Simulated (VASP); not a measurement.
# GaSb (F-43m) in VASP: notebook

Runs on GaSb. Level: PBE. Tasks: single point.

Program: VASP 6.6.1. These are calculated values, not measurements. Logs are shortened: lines on timing, memory, paths and dates and some standing lists are left out, and cuts for length are marked.

**Measured values to compare with.**

A printed reference work, data compilation reports, for a bulk crystal of GaSb at 4.2 K: band gap 0.811 eV (direct).

How close the calculation comes is told below.

## 1. The cell of the first run

It takes space group F-43m (No. 216, cubic). The conventional cell has a = 6.214 Å, b = 6.214 Å, c = 6.214 Å, α = 90.00°, β = 90.00°, γ = 90.00°. Ga (site symmetry -43m) has 4 Sb at 2.69 Å within 3.5 Å. Sb (site symmetry -43m) has 4 Ga at 2.69 Å within 3.5 Å.

## 2. Single point, PBE

INCAR

```
SYSTEM = GaSb
  ALGO = Normal
  EDIFF = 1E-7
  ENCUT = 520
  GGA = PE
  ISIF = 2
  ISMEAR = 0
  LASPH = .True.
  LCHARG = .True.
  LELF = .True.
  LREAL = .False.
  LVHAR = .True.
  LWAVE = .False.
  NBANDS = 26
  NELM = 100
  PREC = Accurate
  SIGMA = 0.1
```

KPOINTS

```
k-points
0
Gamma
  8 8 6
  0 0 0
```

POSCAR

```
GaSb
1.0
    4.3938492978      0.0000000000      0.0000000000
    0.0000000000      4.3938492978      0.0000000000
    0.0000000000      0.0000000000      6.2138412679
Ga Sb
2 2
Direct
    0.0000000000      0.0000000000      0.0000000000
    0.5000000000      0.5000000000      0.5000000000
    0.0000000000      0.5000000000      0.2500000000
    0.5000000000      1.0000000000      0.7500000000
```

Potentials or basis: VASP PAW PBE potentials, release 64 (Ga_d, Sb).

On the command line:

```console
$ cat potpaw_PBE.64/Ga_d/POTCAR potpaw_PBE.64/Sb/POTCAR > POTCAR
$ mpirun -np 1 vasp_std > vasp.out
```

OUTCAR:

```text
SYSTEM = GaSb
   EDIFF = 1E-7
   ENCUT = 520
   GGA = PE
   ISIF = 2
   ISMEAR = 0
   LASPH = .True.
   LREAL = .False.
   NELM = 100
   PREC = Accurate

 ion  position               nearest neighbor table
   1  0.000  0.000  0.000-   3 2.69   4 2.69   3 2.69   4 2.69
   2  0.500  0.500  0.500-   3 2.69   4 2.69   4 2.69   3 2.69
   3  0.000  0.500  0.250-   1 2.69   2 2.69   1 2.69   2 2.69
   4  0.500  0.000  0.750-   1 2.69   2 2.69   2 2.69   1 2.69

  LATTYP: Found a simple tetragonal cell.
 ALAT       =     4.3938492978
 C/A-ratio  =     1.4142135624

  Lattice vectors:

 A1 = (   4.3938492978,   0.0000000000,   0.0000000000)
 A2 = (   0.0000000000,   4.3938492978,   0.0000000000)
 A3 = (   0.0000000000,   0.0000000000,   6.2138412679)

Analysis of symmetry for initial positions (statically):
=====================================================================
 Subroutine PRICEL returns following result:

  LATTYP: Found a face centered cubic cell.
 ALAT       =     6.2138412679

  Lattice vectors:

 A1 = (  -2.1969246489,  -2.1969246489,  -3.1069206340)
 A2 = (   2.1969246489,  -2.1969246489,  -3.1069206340)
 A3 = (   0.0000000000,  -4.3938492978,  -0.0000000000)

   2 primitive cells build up your supercell.

 Routine SETGRP: Setting up the symmetry group for a
 simple tetragonal supercell.

 Subroutine GETGRP returns: Found  8 space group operations
 (whereof  8 operations were pure point group operations)
 out of a pool of 16 trial point group operations.

The static configuration has the point symmetry D_2d.

Analysis of symmetry for dynamics (positions and initial velocities):
=====================================================================
 Subroutine PRICEL returns following result:

  LATTYP: Found a face centered cubic cell.
 ALAT       =     6.2138412679

  Lattice vectors:

 A1 = (  -2.1969246489,  -2.1969246489,  -3.1069206340)
 A2 = (   2.1969246489,  -2.1969246489,  -3.1069206340)
 A3 = (   0.0000000000,  -4.3938492978,  -0.0000000000)

   2 primitive cells build up your supercell.

 Routine SETGRP: Setting up the symmetry group for a
 simple tetragonal supercell.

 Subroutine GETGRP returns: Found  8 space group operations
 (whereof  8 operations were pure point group operations)
 out of a pool of 16 trial point group operations.

The dynamic configuration has the point symmetry D_2d.

 Subroutine INISYM returns: Found  8 space group operations
 (whereof  8 operations are pure point group operations),
 and found     2 'primitive' translations

----------------------------------------------------------------------------------------

                                     Primitive cell

  volume of cell :      59.9819

  direct lattice vectors                    reciprocal lattice vectors
    -2.196924649 -2.196924649 -3.106920634    -0.227590874  0.000000000 -0.160931050
     2.196924649 -2.196924649 -3.106920634     0.227590874  0.000000000 -0.160931050
     0.000000000 -4.393849298 -0.000000000     0.000000000 -0.227590874  0.160931050

  length of vectors
     4.393849298  4.393849298  4.393849298     0.278740755  0.278740755  0.278740755

  position of ions in fractional coordinates (direct lattice)
     0.000000000  0.000000000  0.000000000
     0.750000000  0.750000000  0.750000000

  ion indices of the primitive-cell ions
   primitive index   ion index
                 1           1
                 2           3

----------------------------------------------------------------------------------------

 KPOINTS: k-points

Automatic generation of k-mesh.
 Grid dimensions read from file:
 generate k-points for:    8    8    6

 Generating k-lattice:

  Cartesian coordinates                     Fractional coordinates (reciprocal lattice)
     0.028448859  0.000000000  0.000000000     0.125000000  0.000000000  0.000000000
     0.000000000  0.028448859  0.000000000     0.000000000  0.125000000  0.000000000
     0.000000000  0.000000000  0.026821842     0.000000000  0.000000000  0.166666667

  Length of vectors
     0.028448859  0.028448859  0.026821842

  Shift w.r.t. Gamma in fractional coordinates (k-lattice)
     0.000000000  0.000000000  0.000000000

 Subroutine IBZKPT returns following result:
 ===========================================

 Found     60 irreducible k-points:

 Following reciprocal coordinates:
            Coordinates               Weight
  0.000000  0.000000  0.000000      1.000000
  0.125000  0.000000  0.000000      4.000000
  0.250000  0.000000  0.000000      4.000000
  0.375000  0.000000  0.000000      4.000000
  0.500000  0.000000  0.000000      2.000000
  0.125000  0.125000  0.000000      4.000000
[... 16 lines left out ...]
  0.375000  0.125000  0.166667     16.000000
  0.500000  0.125000  0.166667      8.000000
 [... further k-points ...]
   k-points           NKPTS =     60   k-points in BZ     NKDIM =     60   number of bands    NBANDS=     26
   number of dos      NEDOS =    301   number of ions     NIONS =      4
   total plane-waves  NPLWV =  62208
   dimension x,y,z NGX =    36 NGY =   36 NGZ =   48
   dimension x,y,z NGXF=    72 NGYF=   72 NGZF=   96
   ions per type =               2   2
   NGX,Y,Z   is equivalent  to a cutoff of  13.62, 13.62, 12.84 a.u.
   NGXF,Y,Z  is equivalent  to a cutoff of  27.24, 27.24, 25.68 a.u.
 SYSTEM =  GaSb
   PREC   = accura    normal or accurate (medium, high low for compatibility)
   ISTART =      0    job   : 0-new  1-cont  2-samecut
   ICHARG =      2    charge: 1-file 2-atom 10-const
   ISPIN  =      1    spin polarized calculation?
   LNONCOLLINEAR =      F non collinear calculations
   LSORBIT =      F    spin-orbit coupling
   LASPH  =      T    aspherical Exc in radial PAW
   ENCUT  =  520.0 eV  38.22 Ry    6.18 a.u.   8.17  8.17 11.55*2*pi/ulx,y,z
   NELM   =    100;   NELMIN=  2; NELMDL= -5     # of ELM steps
   EDIFF  = 0.1E-06   stopping-criterion for ELM
   LREAL  =      F    real-space projection
   EDIFFG = 0.1E-05   stopping-criterion for IOM
   NSW    =      0    number of steps for IOM
   IBRION =     -1    ionic relax: 0-MD 1-quasi-New 2-CG
   NFREE  =      0    steps in history (QN), initial steepest desc. (CG)
   ISIF   =      2    stress and relaxation
   ISYM   =      2    0-nonsym 1-usesym 2-fastsym
   POTIM  = 0.5000    time-step for ionic-motion
   TEBEG  =    0.0;   TEEND  =   0.0 temperature during run
   PSTRESS=    0.0 pullay stress
   NELECT =      36.0000    total number of electrons
   NUPDOWN=      -1.0000    fix difference up-down
   EMIN   =  10.00;   EMAX   =-10.00  energy-range for DOS
   EFERMI =   0.00;   METHOD = LEGACY
   ISMEAR =     0;   SIGMA  =   0.10  broadening in eV -4-tet -1-fermi 0-gaus
   EFERMI_NEDOS =   21; number of points for ismear=-14 and -15
   IALGO  =     38    algorithm
   IMIX   =      4    mixing-type and parameters
     AMIX     =   0.40;   BMIX     =  1.00
     AMIX_MAG =   1.60;   BMIX_MAG =  1.00
  volume/ion in A,a.u.               =      29.99       202.39
  Fermi-wavevector in a.u.,A,eV,Ry     =   1.096038  2.071211 16.344661  1.201299
  Thomas-Fermi vector in A             =   2.232372
   LORBIT       =      0    0 simple, 1 ext, 2 COOP (PROOUT), +10 PAW based schemes
   GGA     = PE    functional components
   LHFCALC =     F    Hartree Fock is set to
   AEXX    =    0.0000 exact exchange contribution
   IVDW    =     0    specifies the selected vdW correction
   LEPSILON=     F    determine dielectric tensor
   LRPA    =     F    only Hartree local field effects (RPA)
 non-spin polarized calculation
 Gauss-broadening in eV      SIGMA  =   0.10
  energy-cutoff  :      520.00
  volume of cell :      119.96
 maximum number of plane-waves:      3256
 NGX is ok and might be reduce to    36

 number of electron      35.9999985 magnetization

 Free energy of the ion-electron system (eV)
  ---------------------------------------------------
  ext. energy  EPLUGINS =         0.00000000
  ---------------------------------------------------
  free energy    TOTEN  =       -14.74270544 eV

  energy without entropy =      -14.74217873  energy(sigma->0) =      -14.74244209

 E-fermi :   4.4509     XC(G=0):  -8.8870

 val. band max:        4.4047959320   @ k =   0.0000   0.0000   0.0000
 cond. band min:       4.7152329212   @ k =   0.5000   0.0000   0.5000
 fundamental gap:      0.3104369892
 Fermi energy:         4.4508962055

 k-point     1 :       0.0000    0.0000    0.0000
  band No.  band energies     occupation
      1     -10.5804      2.00000
      2     -10.5431      2.00000
      3     -10.5431      2.00000
      4     -10.5427      2.00000
      5     -10.5224      2.00000
      6     -10.5224      2.00000
[... 18 lines left out ...]
     25      10.1658      0.00000
     26      12.8164      0.00000

 k-point     2 :       0.1250    0.0000    0.0000
  band No.  band energies     occupation
      1     -10.5789      2.00000
      2     -10.5456      2.00000
      3     -10.5422      2.00000
      4     -10.5413      2.00000
      5     -10.5238      2.00000
      6     -10.5231      2.00000
[... 18 lines left out ...]
     25      10.7313      0.00000
     26      11.9870      0.00000

 k-point     3 :       0.2500    0.0000    0.0000
  band No.  band energies     occupation
      1     -10.5753      2.00000
      2     -10.5518      2.00000
      3     -10.5398      2.00000
      4     -10.5379      2.00000
      5     -10.5270      2.00000
      6     -10.5252      2.00000
[... 18 lines left out ...]
     25      10.8042      0.00000
     26      11.0380      0.00000

 k-point     4 :       0.3750    0.0000    0.0000
  band No.  band energies     occupation
      1     -10.5709      2.00000
      2     -10.5593      2.00000
      3     -10.5364      2.00000
      4     -10.5344      2.00000
      5     -10.5298      2.00000
      6     -10.5284      2.00000
[... 18 lines left out ...]
     25       9.9089      0.00000
     26      10.1996      0.00000
[... 496 lines left out ...]
      1     -10.5735      2.00000
      2     -10.5561      2.00000
      3     -10.5371      2.00000
      4     -10.5364      2.00000
      5     -10.5291      2.00000
      6     -10.5255      2.00000
[... 18 lines left out ...]
     25       9.0502      0.00000
     26      10.9384      0.00000

 k-point    23 :       0.3750    0.1250    0.1667
  band No.  band energies     occupation
      1     -10.5711      2.00000
      2     -10.5628      2.00000
      3     -10.5342      2.00000
      4     -10.5330      2.00000
      5     -10.5307      2.00000
      6     -10.5276      2.00000
[... 18 lines left out ...]
     25       9.7698      0.00000
     26      10.4746      0.00000

 k-point    24 :       0.5000    0.1250    0.1667
  band No.  band energies     occupation
      1     -10.5679      2.00000
      2     -10.5679      2.00000
      3     -10.5320      2.00000
      4     -10.5320      2.00000
      5     -10.5303      2.00000
      6     -10.5303      2.00000
[... 18 lines left out ...]
     25       9.9506      0.00000
     26       9.9506      0.00000

 [... further k-points ...]
[... 5 lines left out ...]
  --------------------------------------------------------------------------------------
  -------------------------------------------------------------------------------------
  Total        0.0745614      0.0745614      0.0281974      0.0000000      0.0000000      0.0000000
  in kB        0.9958045      0.9958045      0.3765909      0.0000000      0.0000000      0.0000000
  external PRESSURE =       0.7893999 kB  Pullay stress =       0.0000000 kB

 VOLUME and BASIS-vectors are now :
 -----------------------------------------------------------------------------
  energy-cutoff  :      520.00
  volume of cell :      119.96
      direct lattice vectors                 reciprocal lattice vectors
     4.393849298  0.000000000  0.000000000     0.227590874  0.000000000  0.000000000
     0.000000000  4.393849298  0.000000000     0.000000000  0.227590874  0.000000000
     0.000000000  0.000000000  6.213841268     0.000000000  0.000000000  0.160931050

 POSITION                                       TOTAL-FORCE (eV/Angst)
 -----------------------------------------------------------------------------------
      0.00000      0.00000      0.00000        -0.000000      0.000000      0.000000
      2.19692      2.19692      3.10692         0.000000     -0.000000     -0.000000
      0.00000      2.19692      1.55346         0.000000     -0.000000      0.000000
      2.19692      0.00000      4.66038         0.000000     -0.000000      0.000000
 -----------------------------------------------------------------------------------
    total drift:                                0.000000      0.000000      0.000000

  FREE ENERGIE OF THE ION-ELECTRON SYSTEM (eV)
  ---------------------------------------------------
  free  energy   TOTEN  =       -14.7427054404 eV

  energy  without entropy=      -14.7421787309  energy(sigma->0) =      -14.74244209
```

Run time: 58 s. Hardware: 1 thread of Intel Xeon 6975P-C (Granite Rapids), shared host; peak memory 0.34 GiB.

Results:

| Quantity | Value |
| --- | --- |
| Free energy | -14.7427 eV |
| Pressure | 0.1 GPa |
| Band gap on the k mesh | zero (filled and empty bands touch) |

Caveat: spin-orbit coupling is left out, which moves the levels of the heavy elements.

## 3. Single point, PBE

This run uses another cell than the first one: it holds 2 atoms, not 4.

INCAR

```
PREC = Accurate ; ENCUT = 520
EDIFF = 1E-6 ; ISMEAR = -1
SIGMA = 0.15 ; LREAL = False
LASPH = True ; NELM = 60
ALGO = Normal ; ISIF = 2
LWAVE = False ; LCHARG = False
GGA = PE ; NBANDS = 16
```

KPOINTS

```
regular mesh
0
Gamma
  12 12 12
```

POSCAR

```
GaSb
1.0
    0.0000000000      2.8922738920      2.8922738920
    2.8922738920      0.0000000000      2.8922738920
    2.8922738920      2.8922738920      0.0000000000
Ga Sb
1 1
Direct
    0.0000000000      0.0000000000      0.0000000000
    0.7500000000      0.7500000000      0.7500000000
```

Potentials or basis: VASP PAW PBE potentials, release 64 (Ga_d, Sb).

On the command line:

```console
$ cat potpaw_PBE.64/Ga_d/POTCAR potpaw_PBE.64/Sb/POTCAR > POTCAR
$ mpirun -np 1 vasp_std > vasp.out
```

Wall time 42 s (1 thread of Intel Xeon Platinum 8488C (Sapphire Rapids), shared host); peak memory 0.2 GiB.

The run converged. Its results:

| Property | Result |
| --- | --- |
| Free energy | -6.8949 eV |
| Pressure | 16.1 GPa |
| Band gap on the k mesh | 0.57 eV, indirect (least direct gap 1.31 eV) |

Levels at points of the mesh, in eV from the valence-band top:
| k point | band 6 | band 7 | band 8 | band 9 | band 10 | band 11 | band 12 | band 13 |
| --- | --- | --- | --- | --- | --- | --- | --- | --- |
| (0.00, 0.00, 0.00) | -12.79 | 0.00 | 0.00 | 0.00 | 1.31 | 2.69 | 2.69 | 2.69 |
| (0.50, 0.00, 0.00) | -10.69 | -7.33 | -1.46 | -1.46 | 0.79 | 3.70 | 3.70 | 6.27 |
| (0.50, 0.50, 0.00) | -9.59 | -7.68 | -3.23 | -3.23 | 0.65 | 0.88 | 9.81 | 9.81 |

Caveat: spin-orbit coupling is left out, which moves the levels of the heavy elements. A k mesh can miss the band edges.

## 4. Single point, PBE

This run uses another cell than the first one: it holds 2 atoms, not 4.

INCAR

```
  ALGO = Normal
  EDIFF = 1E-6
  ENCUT = 520
  GGA = PE
  ISIF = 2
  ISMEAR = -1
  LASPH = T
  LCHARG = F
  LREAL = F
  LWAVE = F
  NBANDS = 16
  NELM = 100
  PREC = Accurate
  SIGMA = 0.15
```

KPOINTS

```
k-points
0
Gamma
  12 12 12
```

POSCAR

```
GaSb
1.0
    0.0000000000      3.1078060451      3.1078060451
    3.1078060451      0.0000000000      3.1078060451
    3.1078060451      3.1078060451      0.0000000000
Ga Sb
1 1
Direct
    0.0000000000      0.0000000000      0.0000000000
    0.7500000000      0.7500000000      0.7500000000
```

On the command line:

```console
$ cat potpaw_PBE.64/Ga_d/POTCAR potpaw_PBE.64/Sb/POTCAR > POTCAR
$ mpirun -np 1 vasp_std > vasp.out
```

It took 59 s on 1 thread of Intel Xeon Platinum 8488C (Sapphire Rapids), shared host; peak memory 0.24 GiB.

It converged, with:

| Item | Value |
| --- | --- |
| Free energy | -7.3754 eV |
| Pressure | 0.1 GPa |
| Band gap on the k mesh | zero (filled and empty bands touch) |

Levels at points of the mesh, in eV from the Fermi level:
```csv
k point,band 6,band 7,band 8,band 9,band 10,band 11,band 12,band 13
"(0.00, 0.00, 0.00)",-11.34,-0.48,-0.18,-0.18,-0.18,2.61,2.61,2.61
"(0.50, 0.00, 0.00)",-9.84,-6.32,-1.26,-1.26,0.13,3.56,3.56,6.31
"(0.50, 0.50, 0.00)",-9.08,-6.78,-2.60,-2.60,0.77,1.16,8.19,8.19
```

Caveat: spin-orbit coupling is left out, which moves the levels of the heavy elements.

## 5. Overview

| cell | k mesh | smearing | gap on the mesh (eV) | pressure (GPa) |
| --- | --- | --- | --- | --- |
| a = 4.394, b = 4.394, c = 6.214 Å, 4 atoms | 8 × 8 × 6 | gaussian 0.1 eV | none | 0.1 |
| a = 4.090 Å, angles 60.0°, 2 atoms | 12 × 12 × 12 | fermi-dirac 0.15 eV | 0.57 | 16.1 |
| a = 4.395 Å, angles 60.0°, 2 atoms | 12 × 12 × 12 | fermi-dirac 0.15 eV | none | 0.1 |

Alike in all rows: task single point; level PBE; potentials or basis VASP PAW PBE potentials, release 64 (Ga_d, Sb); no spin polarisation; cutoff (eV) 520.

Caveats: spin-orbit coupling is left out, which moves the levels of the heavy elements.

Absolute energies hang on the potentials; compare differences alone.

## 6. How close it comes

Step 2. Measured gap of GaSb: 0.811 eV (direct; 4.2 K; a printed reference work, data compilation). This calculation gives 0.00 eV (-0.81 eV). Spin-orbit coupling on Ga, Sb is left out. The value is that of PBE on a finite k mesh, which can miss the band edges, without temperature or zero-point motion. Semilocal functionals fall short of measured gaps as a rule.
